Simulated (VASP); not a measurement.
# TePb (Fm-3m) in VASP: notebook

Runs on TePb. Level: PBE. Tasks: single point, relaxation of cell and atoms.

Program: VASP 6.6.1. These are calculated values, not measurements. Logs are shortened: lines on timing, memory, paths and dates and some standing lists are left out, and cuts for length are marked.

**The experiment to reproduce.**

A printed reference work, monograph reports, for a bulk crystal of TePb at 4.2 K: band gap 0.19 eV (direct).

How close the calculation comes is told below.

### 1 The cell of the first run

The structure is cubic, space group Fm-3m (No. 225). The conventional cell has a = 6.468 Å, b = 6.468 Å, c = 6.468 Å, α = 90.00°, β = 90.00°, γ = 90.00°. Te (site symmetry m-3m) has 6 Pb at 3.23 Å within 4.3 Å. Pb (site symmetry m-3m) has 6 Te at 3.23 Å within 4.3 Å.

### 2 Single point, PBE

Input file INCAR:

```
PREC = Accurate
ENCUT = 520
EDIFF = 1E-6
ISMEAR = 0
SIGMA = 0.01
LREAL = F
LASPH = T
NELM = 100
ALGO = Normal
ISIF = 2
LWAVE = F
LCHARG = F
GGA = PE
NBANDS = 17
```

Input file KPOINTS:

```
Automatic mesh
0
Gamma
  6 6 6
```

Input file POSCAR:

```
TePb
1.0
    0.0000000000      3.2342095700      3.2342095700
    3.2342095700      0.0000000000      3.2342095700
    3.2342095700      3.2342095700      0.0000000000
Te Pb
1 1
Direct
    0.5000000000      0.5000000000      0.5000000000
    0.0000000000      0.0000000000      0.0000000000
```

Potentials or basis: VASP PAW PBE potentials, release 64 (Te, Pb_d).

Run with:

```bash
cat potpaw_PBE.64/Te/POTCAR potpaw_PBE.64/Pb_d/POTCAR > POTCAR
mpirun -np 1 vasp_std > vasp.out
```

OUTCAR:

```text
PREC = Accurate
   ENCUT = 520
   EDIFF = 1E-6
   ISMEAR = 0
   LREAL = F
   LASPH = T
   NELM = 100
   ISIF = 2
   GGA = PE

 ion  position               nearest neighbor table
   1  0.500  0.500  0.500-   2 3.23   2 3.23   2 3.23   2 3.23   2 3.23   2 3.23
   2  0.000  0.000  0.000-   1 3.23   1 3.23   1 3.23   1 3.23   1 3.23   1 3.23

  LATTYP: Found a face centered cubic cell.
 ALAT       =     6.4684191400

  Lattice vectors:

 A1 = (   0.0000000000,   3.2342095700,   3.2342095700)
 A2 = (   3.2342095700,   0.0000000000,   3.2342095700)
 A3 = (   3.2342095700,   3.2342095700,   0.0000000000)

Analysis of symmetry for initial positions (statically):
=====================================================================
 Subroutine PRICEL returns:
 Original cell was already a primitive cell.

 Routine SETGRP: Setting up the symmetry group for a
 face centered cubic supercell.

 Subroutine GETGRP returns: Found 48 space group operations
 (whereof 48 operations were pure point group operations)
 out of a pool of 48 trial point group operations.

The static configuration has the point symmetry O_h .

Analysis of symmetry for dynamics (positions and initial velocities):
=====================================================================
 Subroutine PRICEL returns:
 Original cell was already a primitive cell.

 Routine SETGRP: Setting up the symmetry group for a
 face centered cubic supercell.

 Subroutine GETGRP returns: Found 48 space group operations
 (whereof 48 operations were pure point group operations)
 out of a pool of 48 trial point group operations.

The dynamic configuration has the point symmetry O_h .

 Subroutine INISYM returns: Found 48 space group operations
 (whereof 48 operations are pure point group operations),
 and found     1 'primitive' translations

----------------------------------------------------------------------------------------

                                     Primitive cell

  volume of cell :      67.6604

  direct lattice vectors                    reciprocal lattice vectors
     0.000000000  3.234209570  3.234209570    -0.154597279  0.154597279  0.154597279
     3.234209570  0.000000000  3.234209570     0.154597279 -0.154597279  0.154597279
     3.234209570  3.234209570  0.000000000     0.154597279  0.154597279 -0.154597279

  length of vectors
     4.573863037  4.573863037  4.573863037     0.267770342  0.267770342  0.267770342

  position of ions in fractional coordinates (direct lattice)
     0.500000000  0.500000000  0.500000000
     0.000000000  0.000000000  0.000000000

  ion indices of the primitive-cell ions
   primitive index   ion index
                 1           1
                 2           2

----------------------------------------------------------------------------------------

 KPOINTS: Automatic mesh

Automatic generation of k-mesh.
 Grid dimensions read from file:
 generate k-points for:    6    6    6

 Generating k-lattice:

  Cartesian coordinates                     Fractional coordinates (reciprocal lattice)
    -0.025766213  0.025766213  0.025766213     0.166666667  0.000000000  0.000000000
     0.025766213 -0.025766213  0.025766213     0.000000000  0.166666667  0.000000000
     0.025766213  0.025766213 -0.025766213     0.000000000  0.000000000  0.166666667

  Length of vectors
     0.044628390  0.044628390  0.044628390

  Shift w.r.t. Gamma in fractional coordinates (k-lattice)
     0.000000000  0.000000000  0.000000000

 Subroutine IBZKPT returns following result:
 ===========================================

 Found     16 irreducible k-points:

 Following reciprocal coordinates:
            Coordinates               Weight
  0.000000  0.000000  0.000000      1.000000
  0.166667  0.000000  0.000000      8.000000
  0.333333  0.000000  0.000000      8.000000
  0.500000  0.000000  0.000000      4.000000
  0.166667  0.166667  0.000000      6.000000
  0.333333  0.166667  0.000000     24.000000
[... 8 lines left out ...]
 -0.333333  0.333333  0.166667     24.000000
 -0.333333  0.500000  0.166667     12.000000
   k-points           NKPTS =     16   k-points in BZ     NKDIM =     16   number of bands    NBANDS=     17
   number of dos      NEDOS =    301   number of ions     NIONS =      2
   total plane-waves  NPLWV =  46656
   dimension x,y,z NGX =    36 NGY =   36 NGZ =   36
   dimension x,y,z NGXF=    72 NGYF=   72 NGZF=   72
   ions per type =               1   1
   NGX,Y,Z   is equivalent  to a cutoff of  13.08, 13.08, 13.08 a.u.
   NGXF,Y,Z  is equivalent  to a cutoff of  26.17, 26.17, 26.17 a.u.
 SYSTEM =  unknown system
   PREC   = accura    normal or accurate (medium, high low for compatibility)
   ISTART =      0    job   : 0-new  1-cont  2-samecut
   ICHARG =      2    charge: 1-file 2-atom 10-const
   ISPIN  =      1    spin polarized calculation?
   LNONCOLLINEAR =      F non collinear calculations
   LSORBIT =      F    spin-orbit coupling
   LASPH  =      T    aspherical Exc in radial PAW
   ENCUT  =  520.0 eV  38.22 Ry    6.18 a.u.   8.50  8.50  8.50*2*pi/ulx,y,z
   NELM   =    100;   NELMIN=  2; NELMDL= -5     # of ELM steps
   EDIFF  = 0.1E-05   stopping-criterion for ELM
   LREAL  =      F    real-space projection
   EDIFFG = 0.1E-04   stopping-criterion for IOM
   NSW    =      0    number of steps for IOM
   IBRION =     -1    ionic relax: 0-MD 1-quasi-New 2-CG
   NFREE  =      0    steps in history (QN), initial steepest desc. (CG)
   ISIF   =      2    stress and relaxation
   ISYM   =      2    0-nonsym 1-usesym 2-fastsym
   POTIM  = 0.5000    time-step for ionic-motion
   TEBEG  =    0.0;   TEEND  =   0.0 temperature during run
   PSTRESS=    0.0 pullay stress
   NELECT =      20.0000    total number of electrons
   NUPDOWN=      -1.0000    fix difference up-down
   EMIN   =  10.00;   EMAX   =-10.00  energy-range for DOS
   EFERMI =   0.00;   METHOD = LEGACY
   ISMEAR =     0;   SIGMA  =   0.01  broadening in eV -4-tet -1-fermi 0-gaus
   EFERMI_NEDOS =   21; number of points for ismear=-14 and -15
   IALGO  =     38    algorithm
   IMIX   =      4    mixing-type and parameters
     AMIX     =   0.40;   BMIX     =  1.00
     AMIX_MAG =   1.60;   BMIX_MAG =  1.00
  volume/ion in A,a.u.               =      33.83       228.30
  Fermi-wavevector in a.u.,A,eV,Ry     =   1.090536  2.060814 16.180984  1.189269
  Thomas-Fermi vector in A             =   2.226762
   LORBIT       =      0    0 simple, 1 ext, 2 COOP (PROOUT), +10 PAW based schemes
   GGA     = PE    functional components
   LHFCALC =     F    Hartree Fock is set to
   AEXX    =    0.0000 exact exchange contribution
   IVDW    =     0    specifies the selected vdW correction
   LEPSILON=     F    determine dielectric tensor
   LRPA    =     F    only Hartree local field effects (RPA)
 non-spin polarized calculation
 Gauss-broadening in eV      SIGMA  =   0.01
  energy-cutoff  :      520.00
  volume of cell :       67.66
 maximum number of plane-waves:      1853
 NGX is ok and might be reduce to    36
   NGX = 17   NGY = 17   NGZ = 17

 number of electron      20.0000003 magnetization

 Free energy of the ion-electron system (eV)
  ---------------------------------------------------
  ext. energy  EPLUGINS =         0.00000000
  ---------------------------------------------------
  free energy    TOTEN  =        -7.50467946 eV

  energy without entropy =       -7.50467946  energy(sigma->0) =       -7.50467946

 E-fermi :   5.6989     XC(G=0):  -9.2874

 val. band max:        5.5861178454   @ k =   0.5000   0.0000   0.0000
 cond. band min:       6.3275285602   @ k =   0.5000   0.0000   0.0000
 fundamental gap:      0.7414107148
 Fermi energy:         5.6988820434

 k-point     1 :       0.0000    0.0000    0.0000
  band No.  band energies     occupation
      1     -11.1313      2.00000
      2     -11.1313      2.00000
      3     -11.1223      2.00000
      4     -11.1223      2.00000
      5     -11.1223      2.00000
      6      -6.4081      2.00000
[... 9 lines left out ...]
     16      11.3889      0.00000
     17      12.9612      0.00000

 k-point     2 :       0.1667    0.0000    0.0000
  band No.  band energies     occupation
      1     -11.1345      2.00000
      2     -11.1345      2.00000
      3     -11.1216      2.00000
      4     -11.1184      2.00000
      5     -11.1184      2.00000
      6      -6.1726      2.00000
[... 9 lines left out ...]
     16      11.8946      0.00000
     17      14.5862      0.00000

 k-point     3 :       0.3333    0.0000    0.0000
  band No.  band energies     occupation
      1     -11.1421      2.00000
      2     -11.1421      2.00000
      3     -11.1205      2.00000
      4     -11.1096      2.00000
      5     -11.1096      2.00000
      6      -5.5302      2.00000
[... 9 lines left out ...]
     16      13.2497      0.00000
     17      16.5814      0.00000

 k-point     4 :       0.5000    0.0000    0.0000
  band No.  band energies     occupation
      1     -11.1460      2.00000
      2     -11.1460      2.00000
      3     -11.1199      2.00000
      4     -11.1051      2.00000
      5     -11.1051      2.00000
      6      -4.9808      2.00000
[... 9 lines left out ...]
     16      14.8282      0.00000
     17      14.8282      0.00000
[... 183 lines left out ...]
      1     -11.1639      2.00000
      2     -11.1331      2.00000
      3     -11.1221      2.00000
      4     -11.1071      2.00000
      5     -11.1037      2.00000
      6      -5.0653      2.00000
[... 9 lines left out ...]
     16      14.6484      0.00000
     17      15.1370      0.00000

 k-point    15 :      -0.3333    0.3333    0.1667
  band No.  band energies     occupation
      1     -11.1670      2.00000
      2     -11.1358      2.00000
      3     -11.1152      2.00000
      4     -11.1128      2.00000
      5     -11.1000      2.00000
      6      -4.6881      2.00000
[... 9 lines left out ...]
     16      15.8445      0.00000
     17      16.0251      0.00000

 k-point    16 :      -0.3333    0.5000    0.1667
  band No.  band energies     occupation
      1     -11.1797      2.00000
      2     -11.1288      2.00000
      3     -11.1236      2.00000
      4     -11.1059      2.00000
      5     -11.0966      2.00000
      6      -4.6227      2.00000
[... 9 lines left out ...]
     16      16.2899      0.00000
     17      17.1367      0.00000

------------------------ aborting loop because EDIFF is reached ----------------------------------------

  FORCE on cell =-STRESS in cart. coord.  units (eV):
  Direction    XX          YY          ZZ          XY          YZ          ZX
  --------------------------------------------------------------------------------------
  -------------------------------------------------------------------------------------
  Total        0.8178691      0.8178691      0.8178691      0.0000000      0.0000000      0.0000000
  in kB       19.3668914     19.3668914     19.3668914      0.0000000      0.0000000      0.0000000
  external PRESSURE =      19.3668914 kB  Pullay stress =       0.0000000 kB

 VOLUME and BASIS-vectors are now :
 -----------------------------------------------------------------------------
  energy-cutoff  :      520.00
  volume of cell :       67.66
      direct lattice vectors                 reciprocal lattice vectors
     0.000000000  3.234209570  3.234209570    -0.154597279  0.154597279  0.154597279
     3.234209570  0.000000000  3.234209570     0.154597279 -0.154597279  0.154597279
     3.234209570  3.234209570  0.000000000     0.154597279  0.154597279 -0.154597279

 POSITION                                       TOTAL-FORCE (eV/Angst)
 -----------------------------------------------------------------------------------
      3.23421      3.23421      3.23421        -0.000000      0.000000     -0.000000
      0.00000      0.00000      0.00000         0.000000      0.000000      0.000000
 -----------------------------------------------------------------------------------
    total drift:                               -0.000000      0.000000      0.000000

  FREE ENERGIE OF THE ION-ELECTRON SYSTEM (eV)
  ---------------------------------------------------
  free  energy   TOTEN  =        -7.5046794568 eV

  energy  without entropy=       -7.5046794568  energy(sigma->0) =       -7.50467946
```

It took 15 s on 1 thread of Intel Xeon Platinum 8259CL at 2.50GHz (Skylake/Cascade Lake), shared host; peak memory 0.2 GiB.

Results:

```yaml
Free_energy: -7.5047 eV
Pressure: 1.9 GPa
Band_gap_on_the_k_mesh: 0.74 eV, direct
```

Levels at points of the mesh, in eV from the valence-band top:
```csv
k point,band 8,band 9,band 10,band 11,band 12,band 13
"(0.00, 0.00, 0.00)",-1.34,-1.34,-1.34,4.07,4.07,4.07
"(0.50, 0.00, 0.00)",-0.88,-0.88,0.00,0.74,1.28,1.28
"(0.50, 0.50, 0.00)",-4.47,-2.78,-2.78,3.30,5.47,5.47
```

Caveat: spin-orbit coupling is left out, which moves the levels of the heavy elements.

### 3 Single point, PBE

This run uses another cell than the first one, of 35.48 Å³/atom, 1.049 times its volume.

Input file INCAR:

```
SYSTEM = TePb
PREC     = Accurate       ! precision mode
ENCUT    = 520            ! plane-wave cutoff, eV
EDIFF    = 1E-6           ! SCF threshold, eV
ISMEAR   = 0              ! smearing method
SIGMA    = 0.01           ! smearing width, eV
LREAL    = .False.        ! projectors in reciprocal space
LASPH    = .True.         ! aspherical terms in the spheres
NELM     = 100            ! most SCF steps
ALGO     = Normal         ! electronic algorithm
ISIF     = 2              ! what is computed and relaxed
LWAVE    = .False.        ! write WAVECAR
LCHARG   = .False.        ! write CHGCAR
GGA      = PE             ! functional
NBANDS   = 17             ! bands
```

Input file KPOINTS:

```
Automatic mesh
0
Gamma
  6 6 6
  0 0 0
```

Input file POSCAR:

```
TePb
1.0
    0.0000000000      3.2860548742      3.2860548742
    3.2860548742      0.0000000000      3.2860548742
    3.2860548742      3.2860548742      0.0000000000
Te Pb
1 1
Direct
    0.5000000000      0.5000000000      0.5000000000
    0.0000000000      0.0000000000      0.0000000000
```

Potentials or basis: VASP PAW PBE potentials, release 64 (Te, Pb_d).

Run with:

```bash
cat potpaw_PBE.64/Te/POTCAR potpaw_PBE.64/Pb_d/POTCAR > POTCAR
mpirun -np 1 vasp_std > vasp.out
```

Run time: 16 s. Hardware: 1 thread of Intel Xeon Platinum 8259CL at 2.50GHz (Skylake/Cascade Lake), shared host; peak memory 0.2 GiB.

It converged, with:

```yaml
Free_energy: -7.5239 eV
Pressure: -0.1 GPa
Band_gap_on_the_k_mesh: 0.83 eV, direct
```

Levels at points of the mesh, in eV from the valence-band top:
```csv
k point,band 6,band 7,band 8,band 9,band 10,band 11,band 12,band 13,band 14,band 15
"(0.00, 0.00, 0.00)",-11.60,-5.71,-1.15,-1.15,-1.15,4.02,4.02,4.02,5.92,5.92
"(0.50, 0.00, 0.00)",-10.30,-8.33,-0.73,-0.73,0.00,0.83,1.40,1.40,8.34,9.14
"(0.50, 0.50, 0.00)",-10.10,-7.21,-4.10,-2.51,-2.51,3.51,5.30,5.30,6.43,10.00
```

Caveat: spin-orbit coupling is left out, which moves the levels of the heavy elements.

### 4 Relaxation of cell and atoms, PBE

This run uses another cell than the first one, of 33.73 Å³/atom, 0.997 times its volume.

Input file INCAR:

```
PREC = Accurate
ENCUT = 600
EDIFF = 1E-6
ISMEAR = 0
SIGMA = 0.01
LREAL = False
LASPH = True
NELM = 60
ALGO = Normal
ISIF = 3
LWAVE = False
LCHARG = False
GGA = PE
IBRION = 2
NSW = 60
EDIFFG = -0.01
```

Input file KPOINTS:

```
regular mesh
0
Gamma
  6 6 6
```

Input file POSCAR:

```
TePb
1.0
    0.0000000000      3.2310000000      3.2310000000
    3.2310000000      0.0000000000      3.2310000000
    3.2310000000      3.2310000000      0.0000000000
Te Pb
1 1
Direct
    0.5000000000      0.5000000000      0.5000000000
    0.0000000000      0.0000000000      0.0000000000
```

Run with:

```bash
cat potpaw_PBE.64/Te/POTCAR potpaw_PBE.64/Pb_d/POTCAR > POTCAR
mpirun -np 1 vasp_std > vasp.out
```

It took 43 s on 1 thread of Intel Xeon Platinum 8259CL at 2.50GHz (Skylake/Cascade Lake), shared host; peak memory 0.24 GiB.

It converged, with:

- Free energy: -7.5236 eV
- Relaxed volume: 35.42 Å³/atom
- Relaxed cell: a = 4.645 Å, b = 4.645 Å, c = 4.645 Å, α = 60.00°, β = 60.00°, γ = 60.00°
- Space group after relaxing (to 0.05 Å): Fm-3m (No. 225)
- Energy gained by relaxing: 10.7 meV/atom
- Ionic steps: 3
- Pressure after relaxing: 0.0 GPa
- Band gap on the k mesh: 0.83 eV, direct

The path:
```tsv
step	energy change (eV)	largest force (eV/Å)	pressure (GPa)	volume (Å³)
1	0.0000	0.0000	2.11	67.46
2	-0.0196	0.0000	-0.55	71.89
3	-0.0214	0.0000	0.00	70.84
```

Final structure:
```
Te Pb
1.0
     0.00000    3.28417    3.28417
     3.28417    0.00000    3.28417
     3.28417    3.28417    0.00000
Te Pb
1 1
Direct
  0.50000 0.50000 0.50000
  0.00000 0.00000 0.00000
```

Levels at points of the mesh, in eV from the valence-band top:
| k point | band 6 | band 7 | band 8 | band 9 | band 10 | band 11 | band 12 | band 13 | band 14 |
| --- | --- | --- | --- | --- | --- | --- | --- | --- | --- |
| (0.00, 0.00, 0.00) | -11.62 | -5.71 | -1.16 | -1.16 | -1.16 | 4.03 | 4.03 | 4.03 | 5.91 |
| (0.50, 0.00, 0.00) | -10.31 | -8.33 | -0.73 | -0.73 | 0.00 | 0.83 | 1.39 | 1.39 | 8.34 |
| (0.50, 0.50, 0.00) | -10.11 | -7.22 | -4.11 | -2.52 | -2.52 | 3.51 | 5.31 | 5.31 | 6.44 |

Caveat: spin-orbit coupling is left out, which moves the levels of the heavy elements.

### 5 Overview

```csv
task,cell,cutoff (eV),gap on the mesh (eV),pressure (GPa)
single point,"a = 4.574 Å, angles 60.0°, 2 atoms",520,0.74,1.9
single point,"a = 4.647 Å, angles 60.0°, 2 atoms",520,0.83,-0.1
relaxation of cell and atoms,"relaxed from a = 4.569 Å, angles 60.0°, 2 atoms",600,0.83,0.0
```

Alike in all rows: level PBE; potentials or basis VASP PAW PBE potentials, release 64 (Te, Pb_d); no spin polarisation; k mesh 6 × 6 × 6; smearing gaussian 0.01 eV.

Caveats: spin-orbit coupling is left out, which moves the levels of the heavy elements.

Total energies depend on the potentials used, so only differences within one code and one set of settings carry meaning.

### 6 Comparison with measurements

Step 2. A measured gap of TePb is 0.19 eV (direct; 4.2 K; a printed reference work, monograph); the calculated 0.74 eV misses it by +0.55 eV. Spin-orbit coupling on Pb, Te is left out. The value is that of PBE on a finite k mesh, which can miss the band edges, without temperature or zero-point motion.

Step 3. A measured gap of TePb is 0.19 eV (direct; 4.2 K; a printed reference work, monograph); the calculated 0.83 eV misses it by +0.64 eV. Spin-orbit coupling on Pb, Te is left out. The value is that of PBE on a finite k mesh, which can miss the band edges, without temperature or zero-point motion.
